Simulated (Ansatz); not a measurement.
Space group Pm-3m (No. 221). a = 2.957 Å, b = 2.957 Å, c = 2.957 Å, α = 90.00°, β = 90.00°, γ = 90.00°
| atom | site | symmetry | x | y | z |
| --- | --- | --- | --- | --- | --- |
| Al | 1a | m-3m | 0.0000 | 0.0000 | 0.0000 |
| Cu | 1b | m-3m | 0.5000 | 0.5000 | 0.5000 |

Equation of state of this AlCu structure (not necessarily the ground state), with shape and atoms relaxed at each volume where symmetry leaves them free. It has no gap at any of these volumes. Level of theory: DFT r2SCAN, scalar-relativistic, plane waves, PAW in Ansatz.

Settings: cutoff 500 eV, Γ-centred mesh 14×14×14 on the computed 2-atom cell, Gaussian smearing of 0.10 eV; no spin polarisation.

| V (Å³/atom) | E − E(largest V) (meV/atom) | P (GPa) |
| --- | --- | --- |
| 11.375 | 52.76 | 22.74 |
| 11.762 | 6.71 | 15.54 |
| 12.150 | -23.28 | 9.46 |
| 12.538 | -39.74 | 4.32 |
| 12.926 | -44.82 | -0.01 |
| 13.314 | -40.26 | -3.67 |
| 13.701 | -27.56 | -6.76 |
| 14.218 | 0.00 | -10.17 |

Task: Fit a third-order Birch–Murnaghan equation to E(V).

Result: V0 = 12.93 Å³/atom, B0 = 133 GPa, B0' = 4.6.